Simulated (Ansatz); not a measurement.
**2H-WS2 bilayer (2H stacking) in a perpendicular field**

Aim: how the 2H-WS2 bilayer (2H stacking) screens a field along its normal, and what the field does to its bands. A positive field points along +c.

Calculated with Ansatz 0.2.0; plane-wave DFT, PBE-D3(BJ), Ansatz PAW.

Most raw output is cut from this account.

### Step 1. The structure

The cell holds 6 atoms: 4 S and 2 W. Cell: a = 3.180 Å, b = 3.180 Å, c = 50.951 Å, α = 90.0°, β = 90.0°, γ = 120.0°. Regions: layer 1: 2H-WS2, 3 atoms (2 S and 1 W); layer 2: 2H-WS2, 3 atoms (2 S and 1 W). Vacuum lies along c.

### Step 2. Relaxing the slab

The starting cell is a guess, so the in-plane lattice and the atoms are relaxed first, with the slab cut off from its images along the normal.

Contents of input.yaml:

```yaml
crystal:
  lattice:
    - [3.18, 0.0, 0.0]
    - [-1.59, 2.753960784, 0.0]
    - [0.0, 0.0, 50.9512404664]
  atoms:
    - { symbol: S, position: [0.3333333333, 0.6666666667, 0.4023454544] }
    - { symbol: W, position: [0.0, 0.0, 0.4364527716] }
    - { symbol: S, position: [0.3333333333, 0.6666666667, 0.4705600887] }
    - { symbol: S, position: [0.0, 0.0, 0.5294399113] }
    - { symbol: W, position: [0.3333333333, 0.6666666667, 0.5635472284] }
    - { symbol: S, position: [0.0, 0.0, 0.5976545456] }
  periodic: [true, true, false]
kpoints:
  mp_grid: { grid: [12, 12, 1] }
hamiltonian:
  xc: pbe
  dispersion: d3bj
scf:
  occupations: { method: fermi_dirac, width: 0.05 }
  convergence: { dr2_threshold: 1.0e-09 }
relax:
  f_tol: 0.004
  max_steps: 90
  cell: {}
output:
  write_potential: true
  write_density: true
  volumetric_format: npy
```

On the command line:

```console
> ansatz run input.yaml --threads 2 --pin off --max-ram 3072MiB --backend cpu --events-out ev --progress --plain --runs-dir out
```

Wall time 3.3 min (2 threads of Arm Neoverse N1, shared host); peak memory 0.75 GiB.

Relaxation path:

```
step  energy less that of the first step (eV)  largest force component (eV/Å)  volume (Å³)
   1                                   0.0000                          2.6840       446.21
   2                                  -0.9411                          0.6414       441.91
   3                                  -1.0019                          0.1393       438.80
   4                                  -1.0000                          0.0431       439.62
   5                                  -1.0053                          0.0070       439.55
   6                                  -1.0054                          0.0012       439.72
  7*                                  -1.0052                          0.0012       439.72
```

Relaxation steps marked * repeat the geometry before them on a plane-wave basis chosen anew for their cell, so energy and pressure can jump there. Relaxation step 4 was tried and not accepted.

The run keeps the 12 symmetry operations that it works with, so distortions that break them were not tested.

```
cell as run  before  after  change
      a (Å)   3.180  3.157  -0.7 %
      b (Å)   3.180  3.157  -0.7 %
```

The atoms that moved most (Å, along periodic axes as changes of fractional coordinates times the final cell, across vacuum about the mean position):

```
atom     dx     dy      dz  length
  S6  0.000  0.000  -0.358   0.358
  S1  0.000  0.000   0.358   0.358
  W2  0.000  0.000   0.197   0.197
  W5  0.000  0.000  -0.197   0.197
  S4  0.000  0.000  -0.034   0.034
  S3  0.000  0.000   0.034   0.034
```

The relaxed structure:

```xyz
6
Lattice="3.1568 0.0000 0.0000 -1.5784 2.7339 0.0000 0.0000 0.0000 50.9512" Properties=species:S:1:pos:R:3
S     0.0000    1.8226   20.8584
W     0.0000    0.0000   22.4350
S     0.0000    1.8226   24.0096
S     0.0000    0.0000   26.9417
W     0.0000    1.8226   28.5163
S     0.0000    0.0000   30.0928
```

The lattice constant a goes from 3.180 to 3.157 Å.

### Step 3. Single point, field 0, start network

A sawtooth potential applies the field, turning back in the middle of the vacuum. With the dipole correction the typed value is the field outside the slab. The induced dipole is small, so the SCF threshold is tight.

The cell differs from the one that the last finished run ended in (c 50.951 → 27.234 Å).

Contents of input.yaml:

```yaml
crystal:
  lattice:
    - [3.1567942635, 0.0, 0.0]
    - [-1.5783971317, 2.7338640267, 0.0]
    - [0.0, 0.0, 27.2343600502]
  atoms:
    - { symbol: S, position: [0.3333333333, 0.6666666667, 0.3304648974] }
    - { symbol: W, position: [0.0, 0.0, 0.3883523526] }
    - { symbol: S, position: [0.3333333333, 0.6666666667, 0.4461692791] }
    - { symbol: S, position: [0.0, 0.0, 0.5538307209] }
    - { symbol: W, position: [0.3333333333, 0.6666666667, 0.6116476474] }
    - { symbol: S, position: [0.0, 0.0, 0.6695351026] }
kpoints:
  mp_grid: { grid: [18, 18, 1] }
  band_path:
    path: [[0, 0, 0], [0.5, 0, 0], [0.33333333, 0.33333333, 0], [0, 0, 0]]
    npoints: 16
hamiltonian:
  xc: pbe
  dispersion: d3bj
scf:
  occupations: { method: fermi_dirac, width: 0.02585 }
  convergence: { dr2_threshold: 1.0e-10 }
efield:
  axis: 3
  dipole_correction: true
  ramp_position: 0.97
  ramp_width: 0.06
  amplitude: 0
output:
  dos: { projected: true, e_range: [-6, 5] }
  write_potential: true
  write_density: true
  volumetric_format: npy
  elf: true
```

The job ended after 52 s (2 threads; peak memory 0.6 GiB; 1.7 min of CPU time).

Numbers from this step:

```yaml
gap_on_the_k_mesh: 1.352 eV
dipole_along_the_normal: -5.27e-6 e·Å
gap_along_the_path: 1.352 eV
smallest_direct_gap_along_the_path: 1.880 eV
ionisation_energy_upper_face: 5.266 eV
electron_affinity_upper_face: 3.914 eV
gap_the_smaller_of_path_and_mesh: 1.352 eV
```

Running mean over a fixed 2.7 Å (it still follows the layers) of the planar mean; the ramp of the sawtooth is left out. Table of electron's electrostatic potential energy less the Fermi level by z:

```
z (Å)  electron's electrostatic potential energy less the Fermi level (eV)
    4                                                                 4.61
    5                                                                 4.61
    6                                                                 4.58
    7                                                                 3.81
    8                                                               -0.686
    9                                                                -6.33
   10                                                                -12.0
   11                                                                -12.1
   12                                                                -7.61
   13                                                                -2.05
   14                                                                -1.53
   15                                                                -5.77
   16                                                                -12.0
   17                                                                -12.0
   18                                                                -8.24
   19                                                                -1.82
   20                                                                 3.06
   21                                                                 4.54
   22                                                                 4.61
   23                                                                 4.61
   24                                                                 4.61
```

The density of states has structure finer than the step of the table below, so its rows give means over 0.2 eV, whole bins alone (the curve runs from -6 to 1.55 eV). Peaks (eV: height): -5.64: 8.80, -5.31: 18.4, -4.48: 20.7, -4.32: 10.8, -3.27: 10.8, -1.95: 9.04, 1.53: 13.7.

Density of states against energy, zero at the Fermi level of the run, which the smearing sets inside the gap; means over each step:

energy (eV), density of states (states/eV a cell) and a bar:
```
     -5.8        2.4 ########
     -5.6        7.5 #########################
     -5.4        6.2 #####################
     -5.2        4.8 ################
     -5.0        2.5 ########
     -4.8        4.2 ##############
     -4.6        5.4 ##################
     -4.4        8.5 #############################
     -4.2        4.0 #############
     -4.0        3.1 ##########
     -3.8        3.2 ###########
     -3.6        3.6 ############
     -3.4        5.7 ###################
     -3.2        8.9 ##############################
     -3.0        5.1 #################
     -2.8        5.1 #################
     -2.6        5.0 #################
     -2.4        2.2 #######
     -2.2        3.4 ###########
     -2.0        6.0 ####################
     -1.8        4.7 ################
     -1.6        3.4 ###########
     -1.4        2.2 ########
     -1.2        1.0 ###
     -1.0        0.4 #
     -0.8        0.3 #
     -0.6        0.0 
     -0.4        0.0 
     -0.2        0.0 
      0.0        0.0 
      0.2        0.0 
      0.4        0.0 
      0.6        0.0 
      0.8        1.4 #####
      1.0        2.8 #########
      1.2        3.9 #############
      1.4        5.4 ##################
```

Projected DOS per atom over height of the atomic layer and energy from the Fermi level. Layers: S W S S W S from below.

Ten even steps from '0' (0.00 states/eV) to '9' (1.76 states/eV), each cell a mean:
```
392293
151151
010010
000000
000000
000000
000000
000000
040040
171171
282282
313313
525525
747747
545545
232232
333333
666666
433334
333333
656656
323323
```
Columns: height of the atomic layer (Å) from 9 to 18.2 (not evenly spaced); rows upwards: energy from the Fermi level (eV) from -5.96 to 1.51.

Electronic bands along the path, in eV, zero at the Fermi level of the run, which the smearing sets inside the gap:

```
  point  band 23  band 24  band 25  band 26  band 27  band 28  band 29  band 30
      Γ    -2.63    -2.63    -1.41    -0.65     1.84     1.84     1.86     1.86
halfway    -2.95    -2.57    -2.03    -1.94     1.05     1.43     1.49     1.56
      M    -2.36    -2.24    -2.10    -1.99     1.87     1.90     2.22     2.38
halfway    -3.41    -3.17    -1.59    -1.45     1.52     1.58     2.34     2.55
      K    -3.47    -3.47    -1.15    -1.03     0.85     0.85     1.84     2.52
halfway    -2.52    -2.40    -1.97    -1.95     0.70     1.15     1.68     1.85
      Γ    -2.63    -2.63    -1.41    -0.65     1.84     1.84     1.86     1.86
```

ELF in the ca plane at fractional y = 0.667, with atoms of S and W within 0.2 Å of it. It is the smooth field of the valence electrons, not physical close to the nuclei.

Ten even steps from '0' (0.00) to '9' (0.94), each cell a mean:
```
00000000000000000012332233123321015787753235
00000000000000000012221233122210015787753335
00000000000000012567775222367775103677632223
00000000000000147898887422688899500234336753
00000000000001368996147523662289710012266365
00000000000001368996137523662289810012265266
00000000000000247998787422687799500234336763
00000000000000013578875222368876102566532323
```
Columns run along c (16.0 Å, from fractional 0.07 to 0.65 of the cell), rows up along a (3.2 Å). Atoms in or near the plane, at fractional coordinates: S at (0.33, 0.33), S at (0.45, 0.33), W at (0.61, 0.33).

Valence density in the ca plane at fractional y = 0.667, with atoms of S and W within 0.2 Å of it. It is the smooth field of the valence electrons, not physical close to the nuclei.

Ten steps, logarithmic in the rise over the least value, from '0' (0.0 e/Å³) to '9' (4.9 e/Å³), each cell a mean:
```
00000000000000000123334566443321112455544444
00000000000000000112334566443321112455544444
00000000000000000234554455455543112344445554
00000000000000001356665444566664211234468986
00000000000000002466566544566565311123589998
00000000000000002466566544565565311123589998
00000000000000001356666544566664311234468986
00000000000000001234555455455543212344455655
```
Columns run along c (16.0 Å, from fractional 0.07 to 0.65 of the cell), rows up along a (3.2 Å). Atoms in or near the plane, at fractional coordinates: S at (0.33, 0.33), S at (0.45, 0.33), W at (0.61, 0.33).

Electrostatic potential energy in the ca plane at fractional y = 0.667, with atoms of S and W within 0.2 Å of it. With pseudopotentials it is smooth inside the atoms' cores, unlike the true potential.

Ten even steps from '0' (-41 eV) to '9' (8 eV), each cell a mean:
```
99999999999999999999988645789999999877888888
99999999999999999999988645789999999877888888
99999999999999999998788766787789999988876567
99999999999999999973236888852258999998741015
99999999999999999841214888721216999998610002
99999999999999999841213888721216999998610001
99999999999999999973126888752148999998740004
99999999999999999997778767787789999988875457
```
Columns run along c (16.0 Å, from fractional 0.07 to 0.65 of the cell; values clipped at the 3rd and 97th percentile), rows up along a (3.2 Å). Atoms in or near the plane, at fractional coordinates: S at (0.33, 0.33), S at (0.45, 0.33), W at (0.61, 0.33).

The gap is 1.35 eV, with the valence edge 5.27 eV and the conduction edge 3.91 eV under the upper vacuum level. Spin-orbit coupling, left out in this run, matters for the bands of elements this heavy.

### Step 4. Atoms held, field 0.1 V/Å

input.yaml, as its differences from that of step 3:

```diff
@@ -26,7 +26,6 @@
   dipole_correction: true
-  ramp_position: 0.97
-  ramp_width: 0.06
-  amplitude: 0
+  ramp_position: 0.9541
+  ramp_width: 0.0918
+  amplitude: 0.1
 output:
-  dos: { projected: true, e_range: [-6, 5] }
   write_potential: true
@@ -34,2 +33 @@
   volumetric_format: npy
-  elf: true
```

Wall time 55 s (2 threads); peak memory 0.59 GiB; 1.8 min of CPU time.

The dipole is 0.0490 e·Å, and the gap 1.345 eV.

### Step 5. Atoms held, field -0.1 V/Å

input.yaml, as its differences from that of step 4:

```diff
@@ -28,3 +28,3 @@
   ramp_width: 0.0918
-  amplitude: 0.1
+  amplitude: -0.1
 output:
```

Run time: 55 s. Hardware: 2 threads; peak memory 0.59 GiB; 1.8 min of CPU time.

The dipole is -0.0490 e·Å, and the gap 1.345 eV.

### Step 6. Single point, field 0.2 V/Å

input.yaml, as its differences from that of step 5:

```diff
@@ -28,3 +28,3 @@
   ramp_width: 0.0918
-  amplitude: -0.1
+  amplitude: 0.2
 output:
```

Run time: 56 s. Hardware: 2 threads; peak memory 0.59 GiB.

The dipole is 0.0980 e·Å, and the gap 1.325 eV.

### Step 7. Atoms held, field 0.3 V/Å

input.yaml, as its differences from that of step 6:

```diff
@@ -26,5 +26,5 @@
   dipole_correction: true
-  ramp_position: 0.9541
-  ramp_width: 0.0918
-  amplitude: 0.2
+  ramp_position: 0.9515
+  ramp_width: 0.0971
+  amplitude: 0.3
 output:
```

Elapsed: 54 s, on 2 threads; peak memory 0.59 GiB.

The dipole is 0.147 e·Å, and the gap 1.293 eV.

### Step 8. Response, atoms held

This step: plane-wave DFT, PBE-D3(BJ), Ansatz PAW; response to a field along the normal, atoms held (Ansatz 0.2.0).

The dipoles give the slope, and the difference of two potentials shows where the field is screened.

This step gave:

```
equivalent conductor thickness p/(ε₀AE) : 10.27 Å
distance between the outer atoms        : 9.234 Å
```

Dipole of the cell against applied field:

```
applied field (V/Å)  dipole of the cell (e·Å)
             -0.100                   -0.0490
              0.000                   -5.3e-6
              0.100                    0.0490
              0.200                    0.0980
              0.300                     0.147
```

Local field over the applied field, running mean. From the potentials at -0.1 and 0.1 V/Å; running mean over 2.8 Å. The local field over applied field by z:

```
z (Å)  local field over applied field
    5                           0.996
    6                           0.965
    7                           0.802
    8                           0.494
    9                           0.196
   10                          0.0600
   11                          0.0500
   12                           0.130
   13                           0.256
   14                           0.270
   15                           0.163
   16                          0.0605
   17                          0.0490
   18                           0.147
   19                           0.417
   20                           0.737
   21                           0.945
   22                           0.993
   23                           0.999
```

Electrons, planar mean, per unit field. Table of induced electron density by z:

```
z (Å)  induced electron density (e/Å³ per V/Å)
  4.5                                   4.4e-6
  5.0                                   1.4e-5
  5.5                                   4.4e-5
  6.0                                   1.3e-4
  6.5                                   3.7e-4
  7.0                                   9.9e-4
  7.5                                  0.00231
  8.0                                  0.00361
  8.5                                  0.00205
  9.0                                   9.8e-4
  9.5                                   3.5e-4
 10.0                                  -5.3e-4
 10.5                                   4.8e-5
 11.0                                   3.2e-4
 11.5                                   1.1e-4
 12.0                                  -8.5e-4
 12.5                                 -0.00115
 13.0                                 -0.00224
 13.5                                  -6.0e-4
 14.0                                  0.00176
 14.5                                  0.00189
 15.0                                   8.1e-4
 15.5                                   4.9e-4
 16.0                                  -4.2e-4
 16.5                                  -2.3e-4
 17.0                                   3.0e-4
 17.5                                   3.4e-4
 18.0                                 -0.00103
 18.5                                 -0.00109
 19.0                                 -0.00332
 19.5                                 -0.00308
 20.0                                 -0.00151
 20.5                                  -6.0e-4
 21.0                                  -2.1e-4
 21.5                                  -7.4e-5
 22.0                                  -2.4e-5
 22.5                                  -7.6e-6
 23.0                                  -2.4e-6
```

The smaller of the gaps on the path and on the k-mesh, counted as 0 under 0.03 eV. The gap by applied field:

```
applied field (V/Å)  gap (eV)
             -0.100      1.35
              0.000      1.35
              0.100      1.35
              0.200      1.32
              0.300      1.29
```

By hand: between -0.1 and 0.1 V/Å the dipole changes by 0.09799 e·Å, a slope of 0.4900 e·Å²/V. A perfect conductor of thickness t has p = ε₀AEt, so t = 180.95 × 0.4900 / 8.630 = 10.27 Å (e/ε₀ = 180.95 V·Å, A in Å²).

The induced dipole is that of a conductor 10.27 Å thick.

### Step 9. Outcome

```yaml
gap_without_field: 1.35 eV
ionisation_energy_upper_face: 5.27 eV
electron_affinity_upper_face: 3.91 eV
equivalent_conductor_thickness_atoms_held: 10.3 Å
```

In words: The induced dipole equals that of a perfect conductor 10.27 Å thick, while the outer atoms lie 9.23 Å apart; an out-of-plane ε follows only once a thickness t is chosen, by 1 − 1/ε = 10.27 Å / t. The gap goes from 1.35 eV to 1.29 eV at 0.3 V/Å. Semilocal functionals give gaps that are too small, and excitons are not included. Spin-orbit coupling is left out, which matters for the bands of elements this heavy.

[Logs are printed without paths, hosts, clocks, repeated set-up lines and the standing remarks that a program may print on its own settings, such as how far it seeks lower states.]

[Hosts, paths, dates, database ids (printed as entryN), source tags and the programs' standing remarks are cut or masked in the printed files.]

[Maps of the electrostatic potential energy from Ansatz leave out the sawtooth potential of an applied field or a dipole correction, so their vacuum need not be flat; planar profiles and work functions include it.]
